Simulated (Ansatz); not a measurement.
Runs of Ansatz 0.2.0 on PbS. Symmetry: Cmcm, No. 63, orthorhombic system. The conventional cell has a = 4.160 Å, b = 11.983 Å, c = 4.279 Å, α = 90.00°, β = 90.00°, γ = 90.00°. Around Pb (site symmetry m2m) lie 5 S at 2.69 to 2.99 Å. Around S (site symmetry m2m) lie 5 Pb at 2.69 to 2.99 Å. Measurements of this composition are mostly on another form, of space group No. 225.

| potentials or basis | cutoff (eV) | basis error allowed | gap on the mesh (eV) | pressure (GPa) | largest force (eV/Å) |
| --- | --- | --- | --- | --- | --- |
| all-electron LAPW, inner shells corrected to Dirac's equation | 202 | 0.002 eV/atom | 1.16 | -1.8 | 0.03 |
| all-electron LAPW, non-relativistic | 202 | 0.002 eV/atom | - | -1.4 | (a) |
| all-electron PAW datasets made for the crystal | 260 | - | 1.16 | -1.9 | 0.03 |
| all-electron LAPW, scalar-relativistic | 202 | 0.002 eV/atom | 1.16 | -1.9 | 0.03 |

Alike in all rows: task band structure; level PBEsol; no spin polarisation; cell as given; k mesh 7 × 7 × 6; smearing fermi-dirac 0.05 eV.

**Question.** Estimate the missing entries.

**Answer.** (a) 0.28.

Caveats: spin-orbit coupling is left out, which as a rule narrows the gap of such compounds by several tenths of an eV (some runs); relativity is left out, which matters for the heavier elements (some runs); spin-orbit coupling is left out, which moves the levels of the heavy elements (some runs).

A k mesh can miss the band edges, and the runs leave out spin-orbit coupling on Pb.

The runs don't all hold the same shells in valence.
